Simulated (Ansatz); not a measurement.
input.yaml (Ansatz)

```yaml
crystal:
  lattice:
    - [5.2864609513, 0.0, 0.0]
    - [-2.6432304757, 4.57820948, 0.0]
    - [0.0, 0.0, 3.2406005632]
  atoms:
    - { symbol: In, position: [0.0, 0.0, 0.0] }
    - { symbol: In, position: [0.3333333333, 0.6666666667, 0.5] }
    - { symbol: In, position: [0.6666666667, 0.3333333333, 0.5] }
hamiltonian:
  xc: rpbe
  pseudopotentials:
    kind: paw
    azcp:
      In: "pseudopotentials/In.paw.azcp"
basis:
  ecutwfc: 420
  fft_grid_basis: typed
kpoints:
  mp_grid: { grid: [7, 7, 10], shift: [0, 0, 0] }
magnetization:
  spin_polarized: false
scf:
  occupations: { method: fermi_dirac, width: 0.1 }
relax:
  max_steps: 60
  f_tol: 0.01
  cell: {}
output:
  write_density: true
  write_potential: true
  elf: true
  volumetric_format: npy
```

Terminal output

```
Engine: ansatz 0.2.0, aarch64-unknown-linux-gnu
Pseudopotentials: kind: paw
Pseudopotential: In, paw, valence charge 13, recommended cutoff 420 eV (normal) 
Functional definition: RPBE
  parameter kappa = 0.804
  parameter beta = 0.06672455060314922
  exchange = rpbe_x(kappa = kappa, mu = beta*pi^2/3)
  correlation = pbe_c(beta = beta)
Crystal: 3 atoms, lattice volume = 78.431 Å³
Basis set: ecut = 420 eV, 1529 PW (Γ), exchange–correlation on 72×72×48 points (8 copies of the dense FFT grid, shifted against one another)
Bands: 24, of which v1, the nominal top of the filled ones, is band 20 counted from 1 (19 counted from 0)
Symmetry: 24 space group operations
Space group: P6/mmm (ITA 191), of the structure as read, at distance tolerance 4.3e-5 Å
k-points: 48 of 490
Non-local potential: In, projectors of the file, l = 0: 2, l = 1: 2, l = 2: 2, l = 3: 2
PAW form: soft (Blöchl's): semilocal exchange-correlation on the pseudo side does not see the compensation charge
PAW frozen core: In, regenerated for the run's functional, and the local potential with it (the file was generated under x = pbe(κ = 0.804, μ = 0.2195149727645171), c = pbe(β = 0.06672455060314922))
PAW one-centre angular grid: In, 590 points (default); XC on 64 Gauss nodes
Initial density: superposition of atomic densities (neutral atoms: chi_scale 0, normalization atom), corrected by the library's trained network
Initial wavefunctions: pseudopotential atomic-orbital guess
Functional: x = rpbe, c = pbe(β = 0.06672455060314922)
SCF iter   1: F=—  HF=-16818.701220 eV  |F-HF|=—  |Δ(HF+E_count)|=         —  Δρ=3.89e-3  dr2=6.61e-3  ethr=1.77e-3  ⟨swp⟩=5.6  Hψ=4973  notcnv=0
SCF iter   2: F=—  HF=-16818.697464 eV  |F-HF|=—  |Δ(HF+E_count)|=   3.76e-3  Δρ=1.36e-3  dr2=8.88e-4  ethr=1.70e-5  ⟨swp⟩=2.0  Hψ=2309  notcnv=0
SCF iter   3: F=—  HF=-16818.697605 eV  |F-HF|=—  |Δ(HF+E_count)|=   1.41e-4  Δρ=5.83e-4  dr2=2.03e-4  ethr=2.28e-6  ⟨swp⟩=1.3  Hψ=1209  notcnv=0
SCF iter   4: F=—  HF=-16818.697680 eV  |F-HF|=—  |Δ(HF+E_count)|=   7.48e-5  Δρ=1.23e-4  dr2=1.53e-5  ethr=5.20e-7  ⟨swp⟩=2.7  Hψ=1886  notcnv=0
SCF iter   5: F=—  HF=-16818.697677 eV  |F-HF|=—  |Δ(HF+E_count)|=   2.80e-6  Δρ=1.49e-5  dr2=2.51e-7  ethr=3.92e-8  ⟨swp⟩=2.1  Hψ=2069  notcnv=0
SCF iter   6: F=-16818.697677 eV  HF=-16818.697677 eV  |F-HF|=1.93e-9  |Δ(HF+E_count)|=   1.22e-8  Δρ=4.40e-6  dr2=7.21e-9  ethr=2.56e-10  ⟨swp⟩=8.1  Hψ=7824  notcnv=0
SCF 1 converged in 6 iterations: F = -16818.697677 eV  dr2 = 7.21e-9
relax step   1: F+E_penalty+E_count = -16818.69767673 eV  Δ(F+E_penalty+E_count) = +0.000e0 eV  max|allowed force component| = 1.696e-17 eV/Å  Δτ_max = 0.0000 Å  P = +4.357 GPa  Ω = 78.431 Å³  (6 SCF iters, dr2 threshold 1.00e-7 eV, accepted)
...
basis re-selected at this cell: Δ(F+E_penalty+E_count) = -2.235e-3 eV, ΔP = -0.023 GPa vs the last step (what re-selecting the basis moved, of the pressure what is left beyond the Pulay correction that the steps carried, after the strain that the cell walked since its last selection, with what the two solves' SCF thresholds leave and, on support functions, any second-order correction that the steps lacked; it is no measure of the basis error at this ecutwfc). The dense FFT grid was sized anew with the basis: this SCF ran on 40×40×24 points, the steps before it on 36×36×24, so part of this shift can come from that change (see relax.cell in the input reference). This SCF's stress stands 2.79e-2 GPa from its target on what of the cell is left free (relax.cell.stress_tol is 5.00e-2 GPa) and its largest allowed force component is 6.17e-17 eV/Å (relax.f_tol is 1.00e-2 eV/Å): within both
SCF converged after 6 iterations
Free energy (F): -16818.810897 eV
Harris-Foulkes:  -16818.810897 eV  (|F-HF|=0.00e0)
Internal energy: -16818.778120 eV  (E = F + TS)
E sigma→0 (E₀):  -16818.794508 eV
Entropy (-TS):   -0.032778 eV (-10.926 meV/atom)
Fermi energy:    8.948597 eV
--- Per-component energies (eV) ---
  E_band       = -121.434225
  E_kinetic    = 720.352075
  E_local      = -3440.463096  (includes V_loc(G=0)·N_el)
  E_nonlocal   = 1097.143884
  E_hartree    = 1346.914461
  E_xc         = -647.824104
  E_vxc        = -296.293932  (∫ρ·V_xc dr)
  E_paw        = -12480.530088  (= ΣΔE_a)
  E_vpaw       = -896.001934  (= ΣTr[D̂ρ^β])
  E_aug_tail   = 0.000077  (compensation charges beyond the density's cutoff)
  E_ewald      = -3414.573398
  E_core_change = 0.202069  (= ΣΔE_core)
  E_smearing   = -0.032778  (= −TS)
  E_closure    = -0.000000  (closes the sum)
  Σ components = -16818.810897   (vs F -16818.810897, Δ=0.00e0)
--- Forces (eV/Å), atoms counted from 1 ---
  atom   1  In    -0.00000000     0.00000000     0.00000000
  atom   2  In     0.00000000     0.00000000     0.00000000
  atom   3  In    -0.00000000    -0.00000000     0.00000000
  max |Σ_I F_I| component: 9.25e-18 eV/Å
--- Stress (GPa, compression-positive) ---
       -0.027903       0.000000      -0.000000
        0.000000      -0.027903       0.000000
       -0.000000       0.000000      -0.023031
  P = ⅓ Tr σ = -0.0263 GPa (-0.263 kbar)
--- Band table (eV; the first three rows and the last of 48) ---
  k-point 0: bands = ["-5.8971", "-5.7232", "-5.7232", "-5.7084", "-5.6982", "-5.6384", "-5.6384", "-5.6017", "-5.6017", "-5.6005", "-5.6005", "-5.5987", "-5.5987", "-5.4680", "-5.4680", "0.0858", "6.1052", "6.3379", "8.0874", "8.0874", "8.2369", "8.2369", "13.2134", "16.3782"]
  k-point 1: bands = ["-5.8736", "-5.7218", "-5.7218", "-5.6851", "-5.6725", "-5.6725", "-5.6720", "-5.6344", "-5.6344", "-5.5810", "-5.5810", "-5.5741", "-5.5741", "-5.4715", "-5.4715", "0.2234", "6.1954", "6.4616", "8.2153", "8.2153", "8.3856", "8.3856", "11.8095", "17.4899"]
  k-point 2: bands = ["-5.8121", "-5.7252", "-5.7252", "-5.7181", "-5.7181", "-5.6742", "-5.6742", "-5.6244", "-5.6029", "-5.5796", "-5.5796", "-5.5463", "-5.5463", "-5.4763", "-5.4763", "0.6377", "6.4135", "6.8375", "8.5844", "8.5844", "8.8260", "8.8260", "9.7992", "15.3477"]
  k-point 47: bands = ["-5.8410", "-5.7976", "-5.7429", "-5.7109", "-5.7061", "-5.7047", "-5.6561", "-5.6560", "-5.6173", "-5.5590", "-5.5508", "-5.4452", "-5.4449", "-5.4439", "-5.4296", "4.7462", "5.5443", "5.5931", "6.5921", "7.0119", "7.5577", "11.8536", "12.7135", "12.7908"]
--- Relaxed structure (4 steps of the walk, 4 accepted, 1 SCFs on fresh bases) ---
  F+E_penalty+E_count = -16818.81089724 eV   max|allowed force component| = 6.168e-17 eV/Å   (the final SCF, on the basis selected at the relaxed cell)
  cell:  # Å, volume = 87.8185 Å³
    - [5.464933773098141, 2.984215464585078e-11, 0.0]
    - [-2.7324668865749144, 4.732771477487613, 0.0]
    - [0.0, 0.0, 3.395358394675137]
  atoms:
    - { symbol: In, position: [1.0089115434792359e-35, 2.2202195654256068e-35, 0.0] }
    - { symbol: In, position: [0.3333333333333333, 0.6666666666666666, 0.5] }
    - { symbol: In, position: [0.6666666666666665, 0.3333333333333333, 0.5] }
```
